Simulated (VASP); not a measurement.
Au, 1 atom in the cell. Symmetry: Fm-3m, No. 225, cubic system. Conventional cell: a = 3.998 Å, b = 3.998 Å, c = 3.998 Å, α = 90.00°, β = 90.00°, γ = 90.00°. Au (site symmetry m-3m) has 12 Au at 2.83 Å as nearest neighbours.  The cell isn't the ideal one: a relaxed cell with its volume scaled by 0.96.

```yaml
Program: VASP 6.6.1
Task: relaxation of the atoms
Functional: LDA
Potentials_or_basis: VASP PAW LDA potentials, release 64 (Au)
Cutoff: 600 eV
k_mesh: 16 × 16 × 16
Occupations: methfessel-paxton, width 0.1 eV
Spin: no spin polarisation
Further_INCAR_settings: ALGO = Normal; EDIFF = 1e-07; IBRION = 2; EDIFFG = -0.01; NSW = 40
```

Potentials or basis: VASP PAW LDA potentials, release 64 (Au).

Command:

```console
$ cat potpaw_LDA.64/Au/POTCAR > POTCAR
$ mpirun -np 1 vasp_std > vasp.out
```

Hardware: 1 thread of AMD EPYC 9R45 (Zen 5) (shared host).

Problem. Estimate the wall time of this run.

Solution. Run time: 13 s on 1 thread of AMD EPYC 9R45 (Zen 5) (shared host), peak memory 0.12 GiB. Counts: scf iterations 11, k points 145, ion steps 1.
